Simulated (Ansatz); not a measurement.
Base system: CoPt (space group P4/mmm, No. 123; a = 2.6971 Å, c = 3.7224 Å; ferromagnetic; relaxed with 0.1 eV smearing). Axes: x, y, z lie along a, b, c of the conventional cell.

(Cell as relaxed with PBE.)

Levels (all Ansatz, a first-principles code, PAW): PBE (420 eV, without spin-orbit coupling); r2SCAN (500 eV, scalar-relativistic without spin-orbit coupling).

Each level relaxes its own structure.

```json
[
 {"base": "volume per atom", "PBE": "13.54 Å³", "r2SCAN": "13.36 Å³"},
 {"base": "lattice parameter a", "PBE": "2.697 Å", "r2SCAN": "2.677 Å"},
 {"base": "band gap", "PBE": "zero", "r2SCAN": "zero"},
 {"base": "largest site moment", "PBE": "1.94 μB", "r2SCAN": "2.20 μB"}
]
```

One thing is altered: the cell is compressed by 2.42 % along x with no lateral relaxation; the atoms relax in the strained cell.

```csv
quantity,PBE,r2SCAN
"stress (xx, yy, zz, yz, xz, xy; compression positive)","(11.4, 2.4, 4.1, 0.0, 0.0, 0.0) GPa",___
energy relative to the base (free energy F),+11 meV/atom,___
largest site moment,1.90 μB,___
```

Question: Predict the r2SCAN column.

Answer: 
- stress (xx, yy, zz, yz, xz, xy; compression positive), r2SCAN: (12.6, 2.3, 4.1, 0.0, 0.0, 0.0) GPa
- energy relative to the base (free energy F), r2SCAN: +12 meV/atom
- largest site moment, r2SCAN: 2.17 μB

PBE's energy relative to the base lies 1.1 meV/atom below r2SCAN's; PBE's largest site moment lies 0.27 μB below r2SCAN's. Neither level is exact; r2SCAN is the comparison here, not a measurement.

Other magnetic orders, which the real material may have, were not ruled out. Stability against distortions was not tested.
